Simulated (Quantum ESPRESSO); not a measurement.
Crystal: AgCl (Chlorargyrite).

```xyz
2
Lattice="0.0000 2.7350 2.7350 2.7350 0.0000 2.7350 2.7350 2.7350 0.0000" Properties=species:S:1:pos:R:3 pbc="T T T"
Ag    0.0000    0.0000    0.0000
Cl    2.7350    2.7350    2.7350
```

Base run:

- Program: Quantum ESPRESSO 7.5
- Functional: PBE
- Potentials or basis: SG15 PBE 1.2
- Cutoff: 952 eV
- Density cutoff: 3810 eV
- k mesh: 6 × 6 × 6
- Occupations: fermi-dirac, width 0.05 eV
- Spin: no spin polarisation

Its results: band gap on the k mesh 0.96 eV, indirect (least direct gap 3.42 eV); pressure 4.2 GPa.

**Question.** The run is repeated on the same cell with these changes: functional from PBE to SCAN. What comes out?

**Answer.** Band gap on the k mesh 1.35 eV, indirect (least direct gap 3.89 eV); pressure 2.2 GPa.

SCAN gives the wider gap, since meta-GGAs in the generalised Kohn-Sham scheme recover part of the derivative discontinuity.

Caveats: this potential file gives levels or pressures that part from those of other sets; the potentials were made for another functional, which shifts forces and pressure (some runs).

Not every run made on this cell is shown here.
